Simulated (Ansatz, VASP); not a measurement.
# Two plane-wave programs on O2

```
CELL_PARAMETERS angstrom
10.00000 0.00000 0.00000
0.00000 10.50000 0.00000
0.00000 0.00000 11.00000
ATOMIC_POSITIONS crystal
O 0.50000 0.50000 0.44496
O 0.50000 0.50000 0.55504
```

Alike in both runs: functional PBEsol; k mesh 1 × 1 × 1; occupations gaussian, width 0.01 eV; collinear spin.

Ansatz relaxed the structure, and its values are those at the end. VASP's run is a single point on that final structure, the one shown.

|  | VASP | Ansatz |
| --- | --- | --- |
| version | VASP 6.6.1 | Ansatz 0.2.0 |
| potentials or method | VASP PAW PBE potentials, release 64 (O) | scalar-relativistic, plane waves, PAW |
| plane-wave cutoff (eV) | 520 | 420 |
| valence electrons in the cell | 12 | 12 |

Ansatz gave:

```
gap on the k mesh at the Fermi level (eV)                     : 2.24
least direct gap on the mesh (eV)                             : 2.24
rms of the force components (eV/Å)                            : 0.000
net moment per atom (μB)                                      : 1.00
size of the moment on the site where the two differ most (μB) : 0.56
```

Q: Which values does VASP return?

A: gap on the k mesh at the Fermi level (eV): 2.26; least direct gap on the mesh (eV): 2.26; rms of the force components (eV/Å): 0.753; net moment per atom (μB): 1.00; size of the moment on the site where the two differ most (μB): 0.81.

Site moments also hang on the region over which each program counts them. One of these differences is far larger than is usual between the two programs; its cause wasn't traced. Ansatz warned: «pseudo_functional_mismatch».

Caveats: the standard files for N, O and F lose accuracy on very short bonds; the PAW data sets were made with another functional, which shifts forces and pressure a little (VASP).
